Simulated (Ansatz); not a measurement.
## ZnS: symmetry broken, then relaxed

Level of theory: Ansatz, DFT PBE, scalar-relativistic, plane waves, PAW. The runs took a 420 eV cutoff, a Γ-centred 6×6×4 mesh and Gaussian smearing (0.05 eV). No spin polarisation. Energies are free energies at this smearing, counted from the undisturbed cell; pressure is positive in compression.

Zero of the scan (relaxed at this level):

```
Zn S
1.0
     3.84549    0.00000    0.00000
    -1.92275    3.33029    0.00000
     0.00000    0.00000    6.30533
Zn S
2 2
Cartesian
  0.0000 2.2202 0.0329
  1.9227 1.1101 3.1856
  0.0000 2.2202 2.3946
  1.9227 1.1101 5.5473
```

The atoms are displaced (Å, in the unstrained cell):

```
atom ux uy uz
 Zn1   0.050   0.006   0.189
 Zn2  -0.027   0.057  -0.007
  S3   0.127  -0.034  -0.205
  S4  -0.149  -0.029   0.023
```

Cell and atoms are then relaxed.

Task: Does the relaxation return to the undisturbed structure?

Result: Yes (up to a choice of domain or origin): same space group and volume, and an energy 0.0 meV/atom from it. The disturbance itself cost 238.6 meV/atom. The final space group reads P6_3mc (tolerance 0.05 Å) and the volume changes by 0.00 %.

Final structure:

```xyz
4
Lattice="3.8461 0.0021 0.0023 -1.9212 3.3302 -0.0006 0.0038 0.0010 6.3029" Properties=species:S:1:pos:R:3 pbc="T T T"
Zn    0.0011    2.2208    0.0334
Zn    1.9249    1.1117    3.1856
S     0.0018    2.2213    2.3940
S     1.9287    1.1125    5.5466
```

The relaxation, step by step (energy from the first step; small jumps at an unchanged geometry come where the plane waves are selected anew for the new cell):

```csv
step,ΔE (meV/atom),largest force component (eV/Å),pressure (GPa)
1,0.0,5.409,4.80
2,-195.6,1.354,0.60
3,-237.8,0.027,0.08
4,-238.6,0.003,0.00
5,-238.6,0.002,0.00
```